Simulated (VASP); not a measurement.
Crystal: Y.

```
Y
1.0
     4.18998    0.00000    0.00000
    -2.09499    3.62863    0.00000
     0.00000    0.00000    6.88551
Y
2
Direct
  0.33333 0.66667 0.25000
  0.66667 0.33333 0.75000
```

The cell isn't the ideal one: Sr -> Y on all its sites, in the parent's cell.

```yaml
Program: VASP 6.6.1
Task: relaxation of cell and atoms
Functional: PBE
Potentials_or_basis: VASP PAW PBE potentials, release 64 (Y_sv)
Cutoff: 600 eV
k_mesh: 6 × 6 × 4
Occupations: gaussian, width 0.1 eV
Spin: no spin polarisation
```

At the start: pressure -8.6 GPa; volume 52.34 Å³/atom.

**Question.** How do energy, volume and symmetry change on relaxing?

**Answer.** Over 7 steps the energy falls by 754.5 meV/atom and the volume is 33.05 Å³/atom (-36.9 %); space group P6_3/mmc (No. 194, to 0.05 Å).

The path:
| step | energy change (eV) | largest force (eV/Å) | pressure (GPa) | volume (Å³) |
| --- | --- | --- | --- | --- |
| 1 | 0.0000 | 0.0000 | -8.58 | 104.69 |
| 2 | -1.4860 | 0.0000 | -1.16 | 67.70 |
| 3 | -1.4942 | 0.0000 | -0.09 | 65.86 |
| 4 | -1.4941 | 0.0000 | 0.32 | 65.20 |
| 5 | -1.5062 | 0.0000 | 0.40 | 65.11 |
| 6 | -1.5083 | 0.0000 | 0.49 | 65.03 |
| 7 | -1.5090 | 0.0000 | -0.20 | 66.11 |

Final structure:
```
CELL_PARAMETERS angstrom
3.67086 0.00000 0.00000
-1.83543 3.17906 0.00000
0.00000 0.00000 5.66460
ATOMIC_POSITIONS crystal
Y 0.33333 0.66667 0.25000
Y 0.66667 0.33333 0.75000
```

Caveat: the volume moved by over 15 % at a fixed basis, so the end points are rough.
